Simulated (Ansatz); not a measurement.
# Computed properties of SiC

```xyz
2
Lattice="0.0000 2.1740 2.1740 2.1740 0.0000 2.1740 2.1740 2.1740 0.0000" Properties=species:S:1:pos:R:3 pbc="T T T"
Si    0.0000    0.0000    0.0000
C     3.2610    3.2610    3.2610
```

Atom numbers follow the list: Si1, C2.

The conventional cell has a = 4.348 Å, b = 4.348 Å, c = 4.348 Å, α = 90.00°, β = 90.00°, γ = 90.00°. Si (atom 1) has 4 C at 1.88 Å as nearest neighbours. Around C (atom 2) lie 4 Si at 1.88 Å.

The cell is COD entry 1010995, as deposited and not checked against the literature; nothing was relaxed. It is an old determination, and later ones may differ.

Levels of theory: DFT, PBE, all-electron LAPW, scalar-relativistic (Ansatz 0.2.0); DFT, PBE, PAW with Ansatz's default frozen-core files, scalar-relativistic (Ansatz 0.2.0).

For LAPW: a Γ-centred 16×16×16 k mesh, Fermi–Dirac smearing of 0.05 eV, basis error target 0.25 meV/atom, no spin polarisation. PAW takes a cutoff of 420 eV at this cell. The Ansatz runs share mesh, smearing and spin set-up. Values come from LAPW unless marked.

| Quantity | Value |
| --- | --- |
| Band gap | 1.35 eV, indirect from Γ to X (-0.5, -0.5, 0) |
| Löwdin charges (with 0.07 e of the cell spilling out of the atomic basis, so their sizes and signs hang on that basis) | Si1 1.05, C2 -0.98 e |
| Volume per atom | 10.27 Å³ |

**Question.** Predict this quantity. Pressure at this cell.

**Answer.** 48.5 kbar.

**Question.** Smallest direct gap on the path: what does the calculation give?

**Answer.** 4.55 eV.

**Question.** Bader charges (from the PAW run): what does the calculation give?

**Answer.** Si1 +2.78, C2 -2.78 e.
